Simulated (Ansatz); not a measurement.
# AlCo: which structure wins at one pressure

Aim: bring AlCo in several structures (rocksalt, CsCl, WC, NiAs, zincblende) to one pressure and rank them by enthalpy. The pressure is set by scaling the first phase. The runs shown use PAW.

Program: Ansatz 0.2.0. Level of theory: DFT, PBE, PAW with Ansatz's default frozen-core files, scalar-relativistic. These are calculated values, not measurements.

### Step 1. The starting structure

The structure is cubic, space group Fm-3m (No. 225). Conventional cell: a = 4.828 Å, b = 4.828 Å, c = 4.828 Å, α = 90.00°, β = 90.00°, γ = 90.00°. Around Co (site symmetry m-3m) lie 6 Al at 2.41 Å. Around Al (site symmetry m-3m) lie 6 Co at 2.41 Å.

As a file:

```
Co Al
1.0
     0.00000    2.41380    2.41380
     2.41380    0.00000    2.41380
     2.41380    2.41380    0.00000
Co Al
1 1
Direct
  0.00000 0.00000 0.00000
  0.50000 0.50000 0.50000
```

Atoms are numbered in the order of the input: Co1, Al2.

### Step 2. Cell relaxed at zero pressure, PAW

Input file input.yaml:

```yaml
crystal:
  lattice:
    - [0.0, 2.4137972614, 2.4137972614]
    - [2.4137972614, 0.0, 2.4137972614]
    - [2.4137972614, 2.4137972614, 0.0]
  atoms:
    - { symbol: Co, position: [0.0, 0.0, 0.0] }
    - { symbol: Al, position: [0.5, 0.5, 0.5] }
kpoints:
  mp_grid: { grid: [14, 14, 14] }
scf:
  occupations: { method: fermi_dirac, width: 0.08 }
hamiltonian:
  xc: pbe
  pseudopotentials: { kind: paw }
output:
  forces: true
  stress: true
relax:
  f_tol: 0.005
  max_steps: 40
  cell: {}
```

Command:

```
ansatz run input.yaml --threads 1 --pin off --max-ram 3584MiB --backend cpu --events-out ev --progress --plain --runs-dir out
```

Further steps of the session: Volume scaled by 0.78, to set the pressure, PAW; Rocksalt relaxed under pressure, PAW; CsCl relaxed under pressure, PAW; WC relaxed under pressure, PAW; NiAs relaxed under pressure, PAW; Zincblende relaxed under pressure, PAW.

Q: Predict the outcome of this session. Wanted: pressure; lowest.

**Answer**, as computed:

```
    quantity                          value
    pressure                         50 GPa
lowest (PAW)  CsCl, 409.9 meV/atom under WC
```

What this shows: By PAW the order is CsCl < WC < NiAs < rocksalt < zincblende. Only these structures were tried, with electrons smeared by 0.08 eV and without vibrations, so the true ground state may be another. The k meshes differ between phases and weren't tested, which can move differences by some meV. Spin polarisation is left out here, though a magnetic state may lie well lower.
